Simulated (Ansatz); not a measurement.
# BN: further runs on the relaxed cell

An exercise on one series of results from a longer session: the logs are not shown, and one member is left open.

Computed with Ansatz 0.2.0 (DFT r2SCAN, scalar-relativistic, plane waves, PAW, unless a step's input says otherwise).

## The starting structure

The structure is cubic, space group F-43m (No. 216). The conventional cell has a = 3.610 Å, b = 3.610 Å, c = 3.610 Å, α = 90.00°, β = 90.00°, γ = 90.00°. B (site symmetry -43m) is surrounded by 4 N at 1.56 Å. N (site symmetry -43m) has 4 B at 1.56 Å as nearest neighbours.

Structure file:

```xyz
2
Lattice="0.0000 1.8048 1.8048 1.8048 0.0000 1.8048 1.8048 1.8048 0.0000" Properties=species:S:1:pos:R:3 pbc="T T T"
B     0.0000    0.0000    0.0000
N     2.7072    2.7072    2.7072
```

It goes back to an entry of the Materials Project.

It is the result of an earlier relaxation at this level (volume 5.88 Å³/atom; gap on the mesh: 5.00 eV).

Set-up of the first run:

The input, input.yaml:

```yaml
crystal:
  lattice:
    - [0.0, 1.7865820678, 1.7865820678]
    - [1.7865820678, 0.0, 1.7865820678]
    - [1.7865820678, 1.7865820678, 0.0]
  atoms:
    - { symbol: B, position: [0.0, 0.0, 0.0] }
    - { symbol: "N", position: [0.75, 0.75, 0.75] }
basis:
  ecutwfc: 500
kpoints:
  mp_grid: { grid: [12, 12, 12] }
hamiltonian:
  xc: r2scan
scf:
  occupations: { method: gaussian, width: 0.02 }
output:
  forces: true
  stress: true
  eigenvalues: true
```

Command:

```
$ ansatz run input.yaml --threads 1 --pin off --max-ram 2560MiB --backend cpu --events-out ev --progress --plain --runs-dir out
```

Among the steps run: The cell scaled to 0.97 of its volume; Volume × 1.03; Volume × 0.94; The cell scaled to 1.06 of its volume; Volume × 0.91; Point at V/V0 = 1.10; Volume × 0.88.

One of the session's tables, all rows but one given; the rest of the session is left out.

It belongs to the step «Fit of the equation of state». 

```
volume (Å³/atom)  energy above the lowest point (meV/atom)  pressure (GPa)  gap on the mesh (eV)
           5.173                                     126.1           63.16                  5.16
           5.350                                      67.5           43.89                  5.12
           5.526                                         ?               ?                     ?
           5.703                                       6.8           12.66                  5.04
           5.879                                       0.0            0.04                  5.00
           6.055                                       6.1          -10.94                  4.96
           6.232                                      23.6          -20.49                  4.92
           6.467                                      61.8          -31.32                  4.87
```

Q: Estimate the row for volume (Å³/atom) = 5.526 from the others.

Worked estimate for «energy above the lowest point (meV/atom)». A straight line through the neighbours (5.350, 67.5) and (5.703, 6.8) gives 67.5 + (6.8 − 67.5) × (5.526 − 5.350) / (5.703 − 5.350) = 37.2; a parabola fitted to 4 rows on both sides gives 28.6.

As computed: energy above the lowest point (meV/atom): 28.6; pressure (GPa): 27.18; gap on the mesh (eV): 5.08. In «energy above the lowest point (meV/atom)» the line misses by +8.6 and the parabola by 0.0.
